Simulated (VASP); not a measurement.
# BN (Fmm2) in VASP: further runs

Aim: see how the results for BN move with the level of theory and the settings. Levels: PBEsol, RPBE. Tasks: relaxation of cell and atoms.

Everything below comes from runs of VASP 6.6.1. Logs are shortened: lines on timing, memory, paths and dates and some standing lists are left out, and cuts for length are marked.

## (1) The crystal as given

Symmetry: Fmm2, No. 42, orthorhombic system. Conventional cell: a = 2.503 Å, b = 6.991 Å, c = 4.332 Å, α = 90.00°, β = 90.00°, γ = 90.00°. B (site symmetry mm2) is surrounded by 3 N at 1.44 Å. N (site symmetry mm2) is surrounded by 3 B at 1.44 Å.

Measurements of this composition are mostly on another form, of space group No. 194.

## (2) Relaxation of cell and atoms, PBEsol

Contents of INCAR:

```
SYSTEM = BN
ALGO = Fast
EDIFF = 1E-7
EDIFFG = -0.005
ENCUT = 580
GGA = PS
IBRION = 2
ISIF = 3
ISMEAR = 0
LASPH = .True.
LCHARG = .False.
LREAL = .False.
LWAVE = .False.
NELM = 100
NSW = 90
PREC = Accurate
SIGMA = 0.02
```

Contents of KPOINTS:

```
k-points
0
Gamma
  12 12 12
  0 0 0
```

Contents of POSCAR:

```
BN
1.0
    0.0000000000      3.4953158300      2.1660912400
    1.2516321000      0.0000000000      2.1660912400
    1.2516321000      3.4953158300      0.0000000000
B N
1 1
Direct
    0.0000486500      0.0000486500      0.9999513500
    0.6666513400      0.6666513400      0.3333486600
```

Potentials or basis: VASP PAW PBE potentials, release 64 (B, N).

Run with:

```sh
$ cat potpaw_PBE.64/B/POTCAR potpaw_PBE.64/N/POTCAR > POTCAR
$ mpirun -np 1 vasp_std > vasp.out
```

OUTCAR:

```text
SYSTEM = BN
   EDIFF = 1E-7
   EDIFFG = -0.005
   ENCUT = 580
   GGA = PS
   IBRION = 2
   ISIF = 3
   ISMEAR = 0
   LASPH = .True.
   LREAL = .False.
   NELM = 100
   NSW = 90
   PREC = Accurate

 ion  position               nearest neighbor table
   1  0.000  0.000  1.000-   2 1.44   2 1.44   2 1.44
   2  0.667  0.667  0.333-   1 1.44   1 1.44   1 1.44

  LATTYP: Found a face centered orthorhombic cell.
 ALAT       =     2.5032642000
 B/A-ratio  =     1.7306133647
 C/A-ratio  =     2.7926064137

  Lattice vectors:

 A1 = (   0.0000000000,   3.4953158300,   2.1660912400)
 A2 = (  -1.2516321000,   3.4953158300,   0.0000000000)
 A3 = (  -1.2516321000,   0.0000000000,   2.1660912400)

Analysis of symmetry for initial positions (statically):
=====================================================================
 Subroutine PRICEL returns:
 Original cell was already a primitive cell.

 Routine SETGRP: Setting up the symmetry group for a
 face centered orthorhombic supercell.

 Subroutine GETGRP returns: Found  4 space group operations
 (whereof  4 operations were pure point group operations)
 out of a pool of  8 trial point group operations.

The static configuration has the point symmetry C_2v.

Analysis of symmetry for dynamics (positions and initial velocities):
=====================================================================
 Subroutine PRICEL returns:
 Original cell was already a primitive cell.

 Routine SETGRP: Setting up the symmetry group for a
 face centered orthorhombic supercell.

 Subroutine GETGRP returns: Found  4 space group operations
 (whereof  4 operations were pure point group operations)
 out of a pool of  8 trial point group operations.

The dynamic configuration has the point symmetry C_2v.

 Subroutine INISYM returns: Found  4 space group operations
 (whereof  4 operations are pure point group operations),
 and found     1 'primitive' translations

----------------------------------------------------------------------------------------

                                     Primitive cell

  volume of cell :      18.9526

  direct lattice vectors                    reciprocal lattice vectors
     0.000000000  3.495315830  2.166091240    -0.399478409  0.143048590  0.230830535
     1.251632100  0.000000000  2.166091240     0.399478409 -0.143048590  0.230830535
     1.251632100  3.495315830  0.000000000     0.399478409  0.143048590 -0.230830535

  length of vectors
     4.112077822  2.501706252  3.712656147     0.483041027  0.483041027  0.483041027

  position of ions in fractional coordinates (direct lattice)
     0.000048650  0.000048650  0.999951350
     0.666651340  0.666651340  0.333348660

  ion indices of the primitive-cell ions
   primitive index   ion index
                 1           1
                 2           2

----------------------------------------------------------------------------------------

 KPOINTS: k-points

Automatic generation of k-mesh.
 Grid dimensions read from file:
 generate k-points for:   12   12   12

 Generating k-lattice:

  Cartesian coordinates                     Fractional coordinates (reciprocal lattice)
    -0.033289867  0.011920716  0.019235878     0.083333333  0.000000000  0.000000000
     0.033289867 -0.011920716  0.019235878     0.000000000  0.083333333  0.000000000
     0.033289867  0.011920716 -0.019235878     0.000000000  0.000000000  0.083333333

  Length of vectors
     0.040253419  0.040253419  0.040253419

  Shift w.r.t. Gamma in fractional coordinates (k-lattice)
     0.000000000  0.000000000  0.000000000

 Subroutine IBZKPT returns following result:
 ===========================================

 Found    280 irreducible k-points:

 Following reciprocal coordinates:
            Coordinates               Weight
  0.000000  0.000000  0.000000      1.000000
  0.083333  0.000000 -0.000000      8.000000
  0.166667  0.000000 -0.000000      8.000000
  0.250000  0.000000  0.000000      8.000000
  0.333333  0.000000  0.000000      8.000000
  0.416667  0.000000 -0.000000      8.000000
[... 16 lines left out ...]
  0.500000  0.166667  0.000000      8.000000
 -0.416667  0.166667  0.000000      8.000000
 [... further k-points ...]
   k-points           NKPTS =    280   k-points in BZ     NKDIM =    280   number of bands    NBANDS=      8
   number of dos      NEDOS =    301   number of ions     NIONS =      2
   total plane-waves  NPLWV =  19200
   dimension x,y,z NGX =    32 NGY =   20 NGZ =   30
   dimension x,y,z NGXF=    64 NGYF=   40 NGZF=   60
   ions per type =               1   1
   NGX,Y,Z   is equivalent  to a cutoff of  12.94, 13.29, 13.43 a.u.
   NGXF,Y,Z  is equivalent  to a cutoff of  25.87, 26.58, 26.87 a.u.
 SYSTEM =  BN
   PREC   = accura    normal or accurate (medium, high low for compatibility)
   ISTART =      0    job   : 0-new  1-cont  2-samecut
   ICHARG =      2    charge: 1-file 2-atom 10-const
   ISPIN  =      1    spin polarized calculation?
   LNONCOLLINEAR =      F non collinear calculations
   LSORBIT =      F    spin-orbit coupling
   LASPH  =      T    aspherical Exc in radial PAW
   ENCUT  =  580.0 eV  42.63 Ry    6.53 a.u.   8.07  4.91  7.29*2*pi/ulx,y,z
   NELM   =    100;   NELMIN=  2; NELMDL= -5     # of ELM steps
   EDIFF  = 0.1E-06   stopping-criterion for ELM
   LREAL  =      F    real-space projection
   EDIFFG = -.5E-02   stopping-criterion for IOM
   NSW    =     90    number of steps for IOM
   IBRION =      2    ionic relax: 0-MD 1-quasi-New 2-CG
   NFREE  =      1    steps in history (QN), initial steepest desc. (CG)
   ISIF   =      3    stress and relaxation
   ISYM   =      2    0-nonsym 1-usesym 2-fastsym
   POTIM  = 0.5000    time-step for ionic-motion
   TEBEG  =    0.0;   TEEND  =   0.0 temperature during run
   PSTRESS=    0.0 pullay stress
   NELECT =       8.0000    total number of electrons
   NUPDOWN=      -1.0000    fix difference up-down
   EMIN   =  10.00;   EMAX   =-10.00  energy-range for DOS
   EFERMI =   0.00;   METHOD = LEGACY
   ISMEAR =     0;   SIGMA  =   0.02  broadening in eV -4-tet -1-fermi 0-gaus
   EFERMI_NEDOS =   21; number of points for ismear=-14 and -15
   IALGO  =     68    algorithm
   IMIX   =      4    mixing-type and parameters
     AMIX     =   0.40;   BMIX     =  1.00
     AMIX_MAG =   1.60;   BMIX_MAG =  1.00
  volume/ion in A,a.u.               =       9.48        63.95
  Fermi-wavevector in a.u.,A,eV,Ry     =   1.228047  2.320672 20.518928  1.508099
  Thomas-Fermi vector in A             =   2.362987
   LORBIT       =      0    0 simple, 1 ext, 2 COOP (PROOUT), +10 PAW based schemes
   GGA     = PS    functional components
   LHFCALC =     F    Hartree Fock is set to
   AEXX    =    0.0000 exact exchange contribution
   IVDW    =     0    specifies the selected vdW correction
   LEPSILON=     F    determine dielectric tensor
   LRPA    =     F    only Hartree local field effects (RPA)
 conjugate gradient relaxation of ions
 non-spin polarized calculation
 RMM-DIIS sequential band-by-band and
 Gauss-broadening in eV      SIGMA  =   0.02
  energy-cutoff  :      580.00
  volume of cell :       18.95
 maximum number of plane-waves:       618
   NGX = 17   NGY =  9   NGZ = 15

--------------------------------------- Ionic step        1  -------------------------------------------

 number of electron       8.0000000 magnetization

 Free energy of the ion-electron system (eV)
  ---------------------------------------------------
  ext. energy  EPLUGINS =         0.00000000
  ---------------------------------------------------
  free energy    TOTEN  =       -18.28548608 eV

  energy without entropy =      -18.28548608  energy(sigma->0) =      -18.28548608

------------------------ aborting loop because EDIFF is reached ----------------------------------------

  FORCE on cell =-STRESS in cart. coord.  units (eV):
  Direction    XX          YY          ZZ          XY          YZ          ZX
  --------------------------------------------------------------------------------------
  -------------------------------------------------------------------------------------
  Total        0.1251399     -0.0018125      0.1299437      0.0000000      0.0000000      0.0000000
  in kB       10.5788051     -0.1532171     10.9848929      0.0000000      0.0000000      0.0000000
  external PRESSURE =       7.1368270 kB  Pullay stress =       0.0000000 kB
[... 57 lines left out ...]
  energy  without entropy=      -18.2851107231  energy(sigma->0) =      -18.28511072

--------------------------------------- Ionic step        3  -------------------------------------------

 number of electron       8.0000000 magnetization

 Free energy of the ion-electron system (eV)
  ---------------------------------------------------
  ext. energy  EPLUGINS =         0.00000000
  ---------------------------------------------------
  free energy    TOTEN  =       -18.28562086 eV

  energy without entropy =      -18.28562086  energy(sigma->0) =      -18.28562086

 E-fermi :   2.0362     XC(G=0):  -9.9580

 val. band max:        1.8867835199   @ k =   0.5000  -0.3333   0.1667
 cond. band min:       5.6196771952   @ k =   0.0000   0.5000   0.5000
 fundamental gap:      3.7328936753
 Fermi energy:         2.0362252174

 k-point     1 :       0.0000    0.0000    0.0000
  band No.  band energies     occupation
      1     -15.9262      2.00000
      2      -2.6082      2.00000
      3       0.4887      2.00000
      4       0.4889      2.00000
      5       6.5560      0.00000
      6      13.3204      0.00000
      7      13.3929      0.00000
      8      14.7921      0.00000
[... 243 lines left out ...]
 k-point    24 :      -0.4167    0.1667    0.0000
  band No.  band energies     occupation
      1     -12.4689      2.00000
      2      -6.7924      2.00000
      3      -3.6833      2.00000
      4       1.2351      2.00000
      5       6.5318      0.00000
      6      13.2672      0.00000
      7      15.1130      0.00000
      8      16.7981      0.00000

 [... further k-points ...]
[... 5 lines left out ...]
  --------------------------------------------------------------------------------------
  -------------------------------------------------------------------------------------
  Total        0.0063266      0.0024103     -0.0013284      0.0000000      0.0000000      0.0000000
  in kB        0.5337165      0.2033395     -0.1120658      0.0000000      0.0000000      0.0000000
  external PRESSURE =       0.2083301 kB  Pullay stress =       0.0000000 kB
[... 17 lines left out ...]
  FREE ENERGIE OF THE ION-ELECTRON SYSTEM (eV)
  ---------------------------------------------------
  free  energy   TOTEN  =       -18.2856208628 eV

  energy  without entropy=      -18.2856208628  energy(sigma->0) =      -18.28562086

 reached required accuracy - stopping structural energy minimisation
```

Wall time 42 s (1 thread of Intel Xeon 6975P-C (Granite Rapids), shared host); peak memory 0.18 GiB.

Results:

- Free energy: -18.2856 eV
- Relaxed volume: 9.50 Å³/atom
- Relaxed cell: a = 4.113 Å, b = 2.504 Å, c = 3.713 Å, α = 80.28°, β = 36.88°, γ = 62.84°
- Space group after relaxing (to 0.05 Å): Fmm2 (No. 42)
- Energy gained by relaxing: 0.1 meV/atom
- Ionic steps: 3
- Pressure after relaxing: 0.0 GPa
- Largest force after relaxing: 0.004 eV/Å
- Band gap on the k mesh: 3.73 eV, indirect (least direct gap 4.48 eV)

Forces on the atoms (eV/Å):
```
B    0.000  0.000 -0.004
N    0.000  0.000  0.004
```

Step by step:
```
step  energy change (eV)  largest force (eV/Å)  pressure (GPa)  volume (Å³)
   1              0.0000                0.0101            0.71        18.95
   2              0.0004                0.0314           -1.37        19.07
   3             -0.0001                0.0043            0.02        18.99
```

Final structure:
```
B N
1.0
     0.00000    3.49526    2.16839
     1.25291    0.00000    2.16839
     1.25291    3.49526    0.00000
B N
1 1
Direct
  0.00009 0.00009 0.99991
  0.66661 0.66661 0.33339
```

Levels at points of the mesh, in eV from the valence-band top:
```
           k point  band 1  band 2  band 3  band 4  band 5  band 6  band 7  band 8
(0.00, 0.00, 0.00)  -17.81   -4.50   -1.40   -1.40    4.67   11.43   11.51   12.91
(0.50, 0.00, 0.00)  -14.60   -8.99   -4.21   -1.02    4.53    9.72   13.11   15.43
(0.50, 0.50, 0.00)  -14.65   -9.09   -4.20   -0.52    5.71    9.29   11.99   13.55
(0.50, 0.00, 0.50)  -17.61   -6.17   -1.42   -1.39    9.43   11.40   11.46   11.83
(0.00, 0.50, 0.50)  -14.54   -8.89   -4.24   -1.48    3.73    9.80   14.29   18.34
```

Caveat: the PAW data sets were made with another functional, which shifts forces and pressure a little. A k mesh can miss the band edges.

## (3) Relaxation of cell and atoms, PBEsol

Changes to INCAR since step 2:

```diff
@@ -4,3 +4,3 @@
 EDIFFG = -0.005
-ENCUT = 580
+ENCUT = 480
 GGA = PS
```

KPOINTS is that of step 2.

POSCAR is that of step 2.

Potentials or basis: VASP PAW PBE potentials, release 64 (B_s, N_s).

Run with:

```sh
$ cat potpaw_PBE.64/B_s/POTCAR potpaw_PBE.64/N_s/POTCAR > POTCAR
$ mpirun -np 1 vasp_std > vasp.out
```

It took 51 s on 1 thread of Intel Xeon 6975P-C (Granite Rapids), shared host; peak memory 0.17 GiB.

Results (log left out):

| Item | Value |
| --- | --- |
| Free energy | -18.2523 eV |
| Relaxed volume | 9.53 Å³/atom |
| Relaxed cell | a = 4.115 Å, b = 2.508 Å, c = 3.714 Å, α = 80.27°, β = 36.93°, γ = 62.81° |
| Space group after relaxing (to 0.05 Å) | Fmm2 (No. 42) |
| Energy gained by relaxing | 0.4 meV/atom |
| Ionic steps | 3 |
| Pressure after relaxing | 0.0 GPa |
| Largest force after relaxing | 0.005 eV/Å |
| Band gap on the k mesh | 3.72 eV, indirect (least direct gap 4.47 eV) |

Forces in eV/Å, atoms in the order of the input:
```
B    0.000  0.000 -0.005
N    0.000  0.000  0.005
```

Stress tensor (GPa, compression positive):
```
 0.03  0.00  0.00
 0.00 -0.07  0.00
 0.00  0.00 -0.04
```

The path:
```csv
step,energy change (eV),largest force (eV/Å),pressure (GPa),volume (Å³)
1,0.0000,0.0108,1.85,18.95
2,0.0027,0.0340,-3.66,19.25
3,-0.0009,0.0049,-0.03,19.05
```

Final structure:
```yaml
crystal:
  lattice:
    - [0.00000, 3.49518, 2.17182]
    - [1.25488, 0.00000, 2.17182]
    - [1.25488, 3.49518, 0.00000]
  atoms:
    - { symbol: B, position: [0.00009, 0.00009, 0.99991] }
    - { symbol: N, position: [0.66661, 0.66661, 0.33339] }
```

Levels at points of the mesh, in eV from the valence-band top:
| k point | band 2 | band 3 | band 4 | band 5 | band 6 | band 7 |
| --- | --- | --- | --- | --- | --- | --- |
| (0.00, 0.00, 0.00) | -4.48 | -1.42 | -1.42 | 4.67 | 11.40 | 11.47 |
| (0.50, 0.00, 0.00) | -9.01 | -4.23 | -1.02 | 4.53 | 9.69 | 13.09 |
| (0.50, 0.50, 0.00) | -9.10 | -4.22 | -0.52 | 5.71 | 9.26 | 11.97 |
| (0.50, 0.00, 0.50) | -6.16 | -1.44 | -1.41 | 9.41 | 11.36 | 11.42 |
| (0.00, 0.50, 0.50) | -8.90 | -4.27 | -1.48 | 3.72 | 9.76 | 14.26 |

Caveat: the PAW data sets were made with another functional, which shifts forces and pressure a little.

(Part 1 of 2 ends here.)
